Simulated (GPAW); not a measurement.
The system is RbBr.

```
Rb Br
1.0
     0.00000    3.42700    3.42700
     3.42700    0.00000    3.42700
     3.42700    3.42700    0.00000
Rb Br
1 1
Cartesian
  0.0000 0.0000 0.0000
  3.4270 3.4270 3.4270
```

Base run:

| Item | Value |
| --- | --- |
| Program | GPAW 26.7.0 |
| Functional | PBE |
| Potentials or basis | JTH PAW 2.0, PBE |
| Cutoff | 600 eV |
| Basis | pw |
| k mesh | 6 × 6 × 6 |
| Occupations | fermi-dirac, width 0.05 eV |
| Spin | no spin polarisation |

Its results: band gap on the k mesh 4.32 eV, direct.

**Question.** The run is repeated on the same cell with these changes: functional from PBE to GLLB-SC; potentials or basis from JTH PAW 2.0, PBE to the program's PAW data sets (release 1.2.1) made for this functional. What comes out?

**Answer.** Band gap on the k mesh with the derivative discontinuity 8.46 eV.

Caveats: the program truncates these outside data sets (some runs); the GLLB-SC gap is the Kohn-Sham gap of the path plus the derivative discontinuity (some runs); a model potential gives levels but no total energy (some runs).
